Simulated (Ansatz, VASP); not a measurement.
# One calculation of TiH, two programs

File INCAR:

```
PREC     = Accurate       # precision mode
ENCUT    = 520            # plane-wave cutoff, eV
EDIFF    = 1E-6           # SCF threshold, eV
ISMEAR   = 0              # smearing method
SIGMA    = 0.1            # smearing width, eV
LREAL    = F              # projectors in reciprocal space
LASPH    = T              # aspherical terms in the spheres
NELM     = 80             # most SCF steps
ALGO     = Normal         # electronic algorithm
ISIF     = 2              # what is computed and relaxed
LWAVE    = F              # write WAVECAR
LCHARG   = F              # write CHGCAR
NBANDS   = 14             # bands
```

File KPOINTS:

```
regular mesh
0
Gamma
  9 9 9
```

POSCAR

```
TiH
1.0
    0.0000000000      2.0966397867      2.0966397867
    2.0966397867      0.0000000000      2.0966397867
    2.0966397867      2.0966397867      0.0000000000
Ti H
1 1
Direct
    0.0000000000      0.0000000000      0.0000000000
    0.5000000000      0.5000000000      0.5000000000
```

Input for Ansatz:

```yaml
crystal:
  lattice:
    - [0.0, 2.0966397866819557, 2.0966397866819557]
    - [2.0966397866819557, 0.0, 2.0966397866819557]
    - [2.0966397866819557, 2.0966397866819557, 0.0]
  atoms:
    - { symbol: Ti, position: [0.0, 0.0, 0.0] }
    - { symbol: H, position: [0.5, 0.5, 0.5] }
basis:
  ecutwfc: 500.0
kpoints:
  mp_grid:
    grid: [9, 9, 9]
hamiltonian:
  xc: lda
  pseudopotentials:
    kind: paw
scf:
  occupations:
    method: gaussian
    width: 0.1
output:
  stress: true
```

The cell comes from a database or a generator and needn't be the stable form of this composition.

Alike in both runs: task single point; functional LDA; k mesh 9 × 9 × 9; occupations gaussian, width 0.1 eV; no spin polarisation.

|  | VASP | Ansatz |
| --- | --- | --- |
| version | VASP 6.6.1 | Ansatz 0.2.0 |
| potentials or method | VASP PAW LDA potentials, release 64 (Ti_sv, H) | plane waves, PAW |
| plane-wave cutoff (eV) | 520 | 500 |
| valence electrons in the cell | 13 | 13 |

Ansatz gave:

* pressure (GPa): -9.4

Problem. What did VASP give for the same quantities?

Solution. Pressure (GPa): -9.2.
